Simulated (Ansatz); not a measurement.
# ZnS (Wurtzite-6H) (P6_3mc) in Ansatz: notebook

The runs below take ZnS (Wurtzite-6H) through single point, equation of state, with r2SCAN+rVV10.

Program: Ansatz 0.2.0. These are calculated values, not measurements. Logs are shortened: lines on timing, memory, paths and dates and some standing lists are left out, and cuts for length are marked.

### Step 1. The crystal as given

Symmetry: P6_3mc, No. 186, hexagonal system. The conventional cell has a = 3.812 Å, b = 3.812 Å, c = 18.690 Å, α = 90.00°, β = 90.00°, γ = 120.00°. Zn (site symmetry 3m) is surrounded by 4 S at 2.33 to 2.34 Å. Zn (site symmetry 3m) has 4 S at 2.33 to 2.34 Å as nearest neighbours. Zn (site symmetry 3m) is surrounded by 4 S at 2.33 to 2.34 Å. S (site symmetry 3m) is surrounded by 4 Zn at 2.33 to 2.34 Å. S (site symmetry 3m) is surrounded by 4 Zn at 2.33 to 2.34 Å. S (site symmetry 3m) is surrounded by 4 Zn at 2.33 to 2.34 Å.

### Step 2. Single point, r2SCAN+rVV10, 18.42 Å³/atom (volume scaled by 0.94)

input.yaml reads:

```yaml
crystal:
  lattice:
    - [3.7341822464, 0.0, 0.0]
    - [-1.8670911232, 3.2338966877, 0.0]
    - [0.0, 0.0, 18.308454576]
  atoms:
    - { symbol: Zn, position: [0.3333333333, 0.6666666667, 0.83333] }
    - { symbol: Zn, position: [0.6666666667, 0.3333333333, 0.33333] }
    - { symbol: Zn, position: [0.6666666667, 0.3333333333, 0.66667] }
    - { symbol: Zn, position: [0.3333333333, 0.6666666667, 0.16667] }
    - { symbol: Zn, position: [0.0, 0.0, 0.5] }
    - { symbol: Zn, position: [0.0, 0.0, 0.0] }
    - { symbol: S, position: [0.3333333333, 0.6666666667, 0.95833] }
    - { symbol: S, position: [0.6666666667, 0.3333333333, 0.45833] }
    - { symbol: S, position: [0.6666666667, 0.3333333333, 0.79167] }
    - { symbol: S, position: [0.3333333333, 0.6666666667, 0.29167] }
    - { symbol: S, position: [0.0, 0.0, 0.625] }
    - { symbol: S, position: [0.0, 0.0, 0.125] }
hamiltonian:
  xc: r2scan
  pseudopotentials: { kind: paw }
  dispersion: rvv10
kpoints:
  mp_grid: { grid: [8, 8, 2] }
scf:
  occupations: { method: fermi_dirac, width: 0.05 }
output:
  forces: true
  stress: true
  eigenvalues: true
  write_density: true
  write_potential: true
  elf: true
  volumetric_format: npy
```

Potentials or basis: Ansatz PAW.

The run is started by

```console
ansatz run input.yaml --threads 2 --pin off --max-ram 5120MiB --backend cpu --events-out ev --progress --plain --runs-dir out
```

Output:

```text
Warning: RAYON_NUM_THREADS=2 ignored (pool sized by the plan → 2); use --threads N
Engine: ansatz 0.2.0, aarch64-unknown-linux-gnu
Pseudopotentials: kind: paw
Pseudopotential: Zn, paw, valence charge 12, recommended cutoff 500 eV (meta_gga), Zn.paw.azcp
Pseudopotential: S, paw, valence charge 6, recommended cutoff 500 eV (meta_gga), S.paw.azcp
Functional definition: r2SCAN+rVV10
  parameter k0 = 0.174
  parameter k1 = 0.065
  parameter a1 = 4.9479
  exchange = r2scan_x(k0 = k0, k1 = k1, a1 = a1)
  correlation = r2scan_c + rvv10(11.95, 0.0093)
Crystal: 12 atoms, lattice volume = 221.092 Å³
Basis set: ecut = 500 eV, 5575 PW (Γ), exchange–correlation on 128×128×600 points (64 copies of the dense FFT grid, shifted against one another)
Bands: 66, of which v1, the nominal top of the filled ones, is band 54 counted from 1 (53 counted from 0)
Symmetry: 12 space group operations
Space group: P63mc (ITA 186), of the structure as read, at distance tolerance 6.0e-5 Å
k-points: 20 of 128
Non-local potential: Zn, projectors of the file, l = 0: 2, l = 1: 2, l = 2: 3, l = 3: 1
Non-local potential: S, projectors of the file, l = 0: 2, l = 1: 2, l = 2: 2
PAW form: soft (Blöchl's): semilocal exchange-correlation on the pseudo side does not see the compensation charge
rVV10 density: all electrons in the spheres
PAW frozen core: Zn, regenerated for the run's functional (the file was generated under x = pbe(κ = 0.804, μ = 0.2195149727645171), c = pbe(β = 0.06672455060314922))
PAW frozen core: S, regenerated for the run's functional (the file was generated under x = pbe(κ = 0.804, μ = 0.2195149727645171), c = pbe(β = 0.06672455060314922))
PAW one-centre angular grid: Zn, 590 points (default); XC on 261 of its mesh's 2673 points in the sphere
PAW one-centre angular grid: S, 302 points (default); XC on 160 Gauss nodes
Initial density: superposition of atomic densities (neutral atoms: chi_scale 0, normalization atom), corrected by the library's trained network
Initial wavefunctions: pseudopotential atomic-orbital guess
Functional: x = r2scan, c = r2scan + rvv10(b = 11.95, C = 0.0093); τ floored in thin density (d = 2e-4 eV/Å³)
SCF iter   1: F=—  HF=-25390.338238 eV  |F-HF|=—  |Δ(HF+E_count)|=         —  Δρ=1.50e-2  dr2=2.61e-1  dr2_τ=4.73e-2  ethr=1.77e-3  ⟨swp⟩=10.4  Hψ=6766  notcnv=0  defer=5
preconditioner: auto → Resta (q_TF=auto, 2.421 Å⁻¹)  ε∞=5.9  [insulator: Δε(μ)=2.938 eV  Ē_g=11.692 eV  σ=0.050 eV  W_gap=1.00  n_scr=68 (ndim 8)  ℏωp=26.0 eV  f_vac=0.020  D(μ)=0.00/eV (n_scr^D=0)  ε∞_Penn≈5.9]
SCF iter   2: F=—  HF=-25390.359673 eV  |F-HF|=—  |Δ(HF+E_count)|=   2.14e-2  Δρ=2.38e-3  dr2=7.54e-3  dr2_τ=1.58e-3  ethr=2.42e-4  ⟨swp⟩=2.5  Hψ=2646  notcnv=0  defer=95
SCF iter   3: F=—  HF=-25390.350063 eV  |F-HF|=—  |Δ(HF+E_count)|=   9.61e-3  Δρ=3.18e-3  dr2=1.01e-2  dr2_τ=1.06e-4  ethr=6.98e-6  ⟨swp⟩=2.0  Hψ=2325  notcnv=0  defer=95
SCF iter   4: F=—  HF=-25390.349397 eV  |F-HF|=—  |Δ(HF+E_count)|=   6.66e-4  Δρ=7.15e-4  dr2=6.09e-4  dr2_τ=2.10e-5  ethr=6.98e-6  ⟨swp⟩=2.0  Hψ=2159  notcnv=0  defer=95
SCF iter   5: F=—  HF=-25390.349450 eV  |F-HF|=—  |Δ(HF+E_count)|=   5.33e-5  Δρ=1.54e-4  dr2=4.49e-5  dr2_τ=1.23e-6  ethr=5.64e-7  ⟨swp⟩=2.6  Hψ=2321  notcnv=0  defer=95
SCF iter   6: F=—  HF=-25390.349524 eV  |F-HF|=—  |Δ(HF+E_count)|=   7.39e-5  Δρ=4.50e-5  dr2=3.06e-6  dr2_τ=1.68e-8  ethr=4.15e-8  ⟨swp⟩=2.0  Hψ=2306  notcnv=0  defer=95
SCF iter   7: F=—  HF=-25390.349525 eV  |F-HF|=—  |Δ(HF+E_count)|=   1.21e-6  Δρ=2.36e-5  dr2=7.44e-7  dr2_τ=6.89e-9  ethr=2.83e-9  ⟨swp⟩=2.0  Hψ=2184  notcnv=0  defer=95
SCF iter   8: F=-25390.349525 eV  HF=-25390.349525 eV  |F-HF|=2.23e-9  |Δ(HF+E_count)|=   4.66e-7  Δρ=6.53e-6  dr2=7.74e-8  dr2_τ=1.35e-9  ethr=9.26e-11  ⟨swp⟩=12.3  Hψ=10200  notcnv=0
SCF 1 converged in 8 iterations: F = -25390.349525 eV  dr2 = 7.74e-8
SCF converged after 8 iterations
Free energy (F): -25390.349525 eV
Harris-Foulkes:  -25390.349525 eV  (|F-HF|=2.23e-9)
Internal energy: -25390.349525 eV  (E = F + TS)
E sigma→0 (E₀):  -25390.349525 eV
Fermi energy:    7.950638 eV
--- Per-component energies (eV) ---
  E_band       = 56.543822
  E_kinetic    = 1434.560886
  E_local      = -12011.068236  (includes V_loc(G=0)·N_el)
  E_nonlocal   = 3874.893014
  E_hartree    = 5047.389947
  E_xc         = -1290.307512
  E_vxc        = -895.181745  (∫ρ·V_xc dr)
  E_paw        = -14753.698360  (= ΣΔE_a)
  E_vpaw       = -2485.779227  (= ΣTr[D̂ρ^β])
  E_aug_tail   = 0.000082  (compensation charges beyond the density's cutoff)
  E_vtau       = 44.335165  (kinetic-family band-sum trace: ∫τ·v_τ [+ j·A + Jᵃ·Aᵃ] dr)
  E_ewald      = -7690.365032
  E_core_change = -1.754313  (= ΣΔE_core)
  E_smearing   = -0.000000  (= −TS)
  E_closure    = 0.000000  (closes the sum)
  Σ components = -25390.349525   (vs F -25390.349525, Δ=0.00e0)
--- Forces (eV/Å), atoms counted from 1 ---
  atom   1  Zn    -0.00000000    -0.00000000     0.00537253
  atom   2  Zn     0.00000000     0.00000000     0.00537253
  atom   3  Zn    -0.00000000    -0.00000000     0.02588063
  atom   4  Zn     0.00000000     0.00000000     0.02588063
  atom   5  Zn     0.00000000     0.00000000    -0.00181472
  atom   6  Zn     0.00000000    -0.00000000    -0.00181472
  atom   7  S      0.00000000     0.00000000    -0.04223525
  atom   8  S      0.00000000    -0.00000000    -0.04223525
  atom   9  S      0.00000000     0.00000000    -0.00988836
  atom  10  S      0.00000000    -0.00000000    -0.00988836
  atom  11  S      0.00000000     0.00000000     0.02267748
  atom  12  S      0.00000000    -0.00000000     0.02267748
  max |Σ_I F_I| component: 1.54e-5 eV/Å
--- Stress (GPa, compression-positive) ---
        4.375371       0.000000      -0.000000
        0.000000       4.375371      -0.000000
       -0.000000      -0.000000       4.478697
  P = ⅓ Tr σ = 4.4098 GPa (44.098 kbar)
--- Band table (eV; the first three rows and the last of 20) ---
  k-point 0: bands = ["-7.7811", "-7.5501", "-7.5410", "-7.0109", "-7.0024", "-6.6907", "-0.3691", "-0.3565", "-0.3563", "-0.3525", "-0.3525", "-0.3282", "-0.3282", "-0.3063", "-0.3063", "-0.2609", "-0.2609", "-0.2441", "-0.2441", "-0.2290", "-0.2238", "-0.2238", "-0.2178", "0.2520", "0.2520", "0.2564", "0.2564", "0.2754", "0.2754", "0.2816", "0.2816", "0.3027", "0.3027", "0.3147", "0.3147", "0.4322", "0.5855", "2.2198", "2.2331", "4.6476", "4.6682", "5.4271", "5.4271", "5.6477", "5.6477", "5.6618", "5.6618", "6.1478", "6.1478", "6.1589", "6.1589", "6.4073", "6.4346", "6.4346", "9.3969", "10.2435", "10.3760", "10.4169", "10.5555", "10.5681", "13.1583", "13.1583", "13.2129", "13.2745", "13.2980", "13.3954"]
  k-point 1: bands = ["-7.7198", "-7.7198", "-7.2891", "-7.2891", "-6.7792", "-6.7792", "-0.3613", "-0.3613", "-0.3440", "-0.3440", "-0.3440", "-0.3440", "-0.3325", "-0.3325", "-0.2834", "-0.2834", "-0.2834", "-0.2834", "-0.2306", "-0.2306", "-0.2306", "-0.2306", "0.0312", "0.0312", "0.2544", "0.2544", "0.2544", "0.2544", "0.2774", "0.2774", "0.2774", "0.2774", "0.3096", "0.3096", "0.3096", "0.3096", "1.2461", "1.2461", "3.3980", "3.3980", "5.4869", "5.4869", "5.4869", "5.4869", "5.8248", "5.8248", "5.8954", "5.8954", "5.8954", "5.8954", "6.3565", "6.3565", "6.3565", "6.3565", "9.8511", "9.8511", "10.2936", "10.2936", "10.6413", "10.6413", "13.1819", "13.1819", "13.2509", "13.2509", "13.2509", "13.2509"]
  k-point 2: bands = ["-7.6605", "-7.4386", "-7.4295", "-6.9247", "-6.9163", "-6.6233", "-0.3879", "-0.3811", "-0.3568", "-0.3324", "-0.3274", "-0.3005", "-0.2940", "-0.2820", "-0.2787", "-0.2775", "-0.2613", "-0.2271", "-0.2212", "-0.2100", "-0.1877", "-0.1864", "-0.1696", "0.2103", "0.2327", "0.2420", "0.2518", "0.2581", "0.2700", "0.2704", "0.2913", "0.2956", "0.3086", "0.3163", "0.3210", "0.5450", "0.7295", "2.2798", "2.2917", "4.4003", "4.4289", "4.6119", "4.9250", "4.9441", "5.1459", "5.3988", "5.4077", "5.4723", "5.5878", "5.7054", "5.9641", "5.9720", "6.2584", "6.2873", "10.1552", "10.9338", "11.0237", "11.0626", "11.1552", "11.2851", "12.4896", "12.5305", "12.8419", "13.2587", "13.4246", "13.4646"]
  k-point 19: bands = ["-6.5044", "-6.5044", "-6.4310", "-6.4310", "-6.3622", "-6.3622", "-0.2833", "-0.2833", "-0.2397", "-0.2397", "-0.1701", "-0.1701", "-0.1322", "-0.1322", "-0.0854", "-0.0854", "-0.0177", "-0.0177", "0.0989", "0.0989", "0.1411", "0.1411", "0.1938", "0.1938", "0.2491", "0.2491", "0.2765", "0.2765", "0.2994", "0.2994", "0.4915", "0.4915", "0.5432", "0.5432", "0.6515", "0.6515", "1.1844", "1.1844", "1.4501", "1.4501", "1.6344", "1.6344", "2.7679", "2.7679", "3.1514", "3.1514", "3.6130", "3.6130", "4.1088", "4.1088", "4.5234", "4.5234", "4.8182", "4.8182", "11.1828", "11.1828", "11.4954", "11.4954", "12.1011", "12.1011", "12.9588", "12.9588", "13.1770", "13.1770", "13.5060", "13.5060"]
```

It took 38 s on 2 threads of Arm Neoverse V2, shared host; peak memory 1.1 GiB.

What came out:

| Quantity | Value |
| --- | --- |
| Free energy | -25390.3495 eV |
| Pressure | 4.4 GPa |
| Largest force | 0.042 eV/Å |
| Band gap on the k mesh | 2.96 eV, direct |

Caveat: the cell's inner coordinates are idealised or old, which leaves forces on the atoms; the PAW data sets come from PBE, with cores solved anew for the run's functional, which leaves a small shift of forces and pressure.

### Step 3. Single point, r2SCAN+rVV10, 18.82 Å³/atom (volume scaled by 0.96)

Edit input.yaml of step 2 so:

```diff
@@ -2,5 +2,5 @@
   lattice:
-    - [3.7341822464, 0.0, 0.0]
-    - [-1.8670911232, 3.2338966877, 0.0]
-    - [0.0, 0.0, 18.308454576]
+    - [3.7604801709, 0.0, 0.0]
+    - [-1.8802400855, 3.2566713584, 0.0]
+    - [0.0, 0.0, 18.4373916028]
   atoms:
@@ -30,5 +30 @@
   eigenvalues: true
-  write_density: true
-  write_potential: true
-  elf: true
-  volumetric_format: npy
```

Potentials or basis: Ansatz PAW.

The run is started by

```console
ansatz run input.yaml --threads 2 --pin off --max-ram 5120MiB --backend cpu --events-out ev --progress --plain --runs-dir out
```

Run time: 31 s. Hardware: 2 threads of Arm Neoverse V2, shared host; peak memory 1.2 GiB.

The run converged. Its results:

```yaml
Free_energy: -25390.4489 eV
Pressure: 2.4 GPa
Largest_force: 0.039 eV/Å
Band_gap_on_the_k_mesh: 2.86 eV, direct
```

Caveat: the cell's inner coordinates are idealised or old, which leaves forces on the atoms; the PAW data sets come from PBE, with cores solved anew for the run's functional, which leaves a small shift of forces and pressure.

### Step 4. Single point, r2SCAN+rVV10, 19.21 Å³/atom (volume scaled by 0.98)

Edit input.yaml of step 3 so:

```diff
@@ -2,5 +2,5 @@
   lattice:
-    - [3.7604801709, 0.0, 0.0]
-    - [-1.8802400855, 3.2566713584, 0.0]
-    - [0.0, 0.0, 18.4373916028]
+    - [3.7864153365, 0.0, 0.0]
+    - [-1.8932076683, 3.2791318707, 0.0]
+    - [0.0, 0.0, 18.5645500459]
   atoms:
```

The run is started by

```console
ansatz run input.yaml --threads 2 --pin off --max-ram 5120MiB --backend cpu --events-out ev --progress --plain --runs-dir out
```

Run time: 31 s. Hardware: 2 threads of Arm Neoverse V2, shared host; peak memory 1.2 GiB.

Results (log left out):

* Free energy: -25390.4922 eV
* Pressure: 0.6 GPa
* Largest force: 0.035 eV/Å
* Band gap on the k mesh: 2.76 eV, direct

Caveat: the cell's inner coordinates are idealised or old, which leaves forces on the atoms; the PAW data sets come from PBE, with cores solved anew for the run's functional, which leaves a small shift of forces and pressure.

### Step 5. Single point, r2SCAN+rVV10, 19.60 Å³/atom

Edit input.yaml of step 4 so:

```diff
@@ -2,5 +2,5 @@
   lattice:
-    - [3.7864153365, 0.0, 0.0]
-    - [-1.8932076683, 3.2791318707, 0.0]
-    - [0.0, 0.0, 18.5645500459]
+    - [3.812, 0.0, 0.0]
+    - [-1.906, 3.3012888392, 0.0]
+    - [0.0, 0.0, 18.68999]
   atoms:
@@ -30 +30,5 @@
   eigenvalues: true
+  write_density: true
+  write_potential: true
+  elf: true
+  volumetric_format: npy
```

The run is started by

```console
ansatz run input.yaml --threads 2 --pin off --max-ram 5120MiB --backend cpu --events-out ev --progress --plain --runs-dir out
```

Run time: 44 s. Hardware: 2 threads of Arm Neoverse V2, shared host; peak memory 1.2 GiB.

It converged, with:

- Free energy: -25390.4852 eV
- Pressure: -1.0 GPa
- Largest force: 0.032 eV/Å
- Band gap on the k mesh: 2.67 eV, direct

Caveat: the cell's inner coordinates are idealised or old, which leaves forces on the atoms; the PAW data sets come from PBE, with cores solved anew for the run's functional, which leaves a small shift of forces and pressure.

### Step 6. Single point, r2SCAN+rVV10, 19.99 Å³/atom (volume scaled by 1.02)

Edit input.yaml of step 5 so:

```diff
@@ -2,5 +2,5 @@
   lattice:
-    - [3.812, 0.0, 0.0]
-    - [-1.906, 3.3012888392, 0.0]
-    - [0.0, 0.0, 18.68999]
+    - [3.8372457688, 0.0, 0.0]
+    - [-1.9186228844, 3.3231523164, 0.0]
+    - [0.0, 0.0, 18.8137683755]
   atoms:
@@ -30,5 +30 @@
   eigenvalues: true
-  write_density: true
-  write_potential: true
-  elf: true
-  volumetric_format: npy
```

Potentials or basis: Ansatz PAW.

The run is started by

```console
ansatz run input.yaml --threads 2 --pin off --max-ram 5120MiB --backend cpu --events-out ev --progress --plain --runs-dir out
```

It took 38 s on 2 threads of Arm Neoverse V2, shared host; peak memory 1.2 GiB.

Results (log left out):

- Free energy: -25390.4332 eV
- Pressure: -2.5 GPa
- Largest force: 0.029 eV/Å
- Band gap on the k mesh: 2.58 eV, direct

Caveat: the cell's inner coordinates are idealised or old, which leaves forces on the atoms; the PAW data sets come from PBE, with cores solved anew for the run's functional, which leaves a small shift of forces and pressure.

### Step 7. Single point, r2SCAN+rVV10, 20.38 Å³/atom (volume scaled by 1.04)

Edit input.yaml of step 6 so:

```diff
@@ -2,5 +2,5 @@
   lattice:
-    - [3.8372457688, 0.0, 0.0]
-    - [-1.9186228844, 3.3231523164, 0.0]
-    - [0.0, 0.0, 18.8137683755]
+    - [3.8621636474, 0.0, 0.0]
+    - [-1.9310818237, 3.3447318322, 0.0]
+    - [0.0, 0.0, 18.9359391258]
   atoms:
@@ -30 +30,5 @@
   eigenvalues: true
+  write_density: true
+  write_potential: true
+  elf: true
+  volumetric_format: npy
```

The run is started by

```console
ansatz run input.yaml --threads 2 --pin off --max-ram 5120MiB --backend cpu --events-out ev --progress --plain --runs-dir out
```

Run time: 44 s. Hardware: 2 threads of Arm Neoverse V2, shared host; peak memory 1.2 GiB.

The run converged. Its results:

| Property | Result |
| --- | --- |
| Free energy | -25390.3406 eV |
| Pressure | -3.8 GPa |
| Largest force | 0.026 eV/Å |
| Band gap on the k mesh | 2.49 eV, direct |

Caveat: the cell's inner coordinates are idealised or old, which leaves forces on the atoms; the PAW data sets come from PBE, with cores solved anew for the run's functional, which leaves a small shift of forces and pressure.

### Step 8. Single point, r2SCAN+rVV10, 20.78 Å³/atom (volume scaled by 1.06)

Edit input.yaml of step 7 so:

```diff
@@ -2,5 +2,5 @@
   lattice:
-    - [3.8621636474, 0.0, 0.0]
-    - [-1.9310818237, 3.3447318322, 0.0]
-    - [0.0, 0.0, 18.9359391258]
+    - [3.8867640791, 0.0, 0.0]
+    - [-1.9433820395, 3.366036431, 0.0]
+    - [0.0, 0.0, 19.0565534549]
   atoms:
@@ -30,5 +30 @@
   eigenvalues: true
-  write_density: true
-  write_potential: true
-  elf: true
-  volumetric_format: npy
```

The run is started by

```console
ansatz run input.yaml --threads 2 --pin off --max-ram 5120MiB --backend cpu --events-out ev --progress --plain --runs-dir out
```

It took 35 s on 2 threads of Arm Neoverse V2, shared host; peak memory 1.2 GiB.

The run converged. Its results:

- Free energy: -25390.2116 eV
- Pressure: -5.0 GPa
- Largest force: 0.024 eV/Å
- Band gap on the k mesh: 2.40 eV, direct

Caveat: the cell's inner coordinates are idealised or old, which leaves forces on the atoms; the PAW data sets come from PBE, with cores solved anew for the run's functional, which leaves a small shift of forces and pressure.

### Step 9. Equation of state, r2SCAN+rVV10

Potentials or basis: Ansatz PAW.

This step only gathers the single runs of the series.

Results:

| Quantity | Value |
| --- | --- |
| Equilibrium volume | 19.35 Å³/atom |
| Bulk modulus at fixed shape and positions | 81 GPa |
| Pressure derivative of the bulk modulus | 4.3 |

Energy against volume, from the lowest point:
```
volume (Å³/atom)  energy (meV/atom)
          18.424              11.89
          18.816               3.61
          19.208               0.00
          19.600               0.58
          19.992               4.92
          20.384              12.64
          20.776              23.38
```

Caveat: the cell was scaled at fixed shape and fractional positions, which overstates the stiffness of a crystal with free parameters, most of all of layers and chains; the PAW data sets were made with another functional, which shifts forces and pressure a little; the cell's inner coordinates are idealised or old, which leaves forces on the atoms.
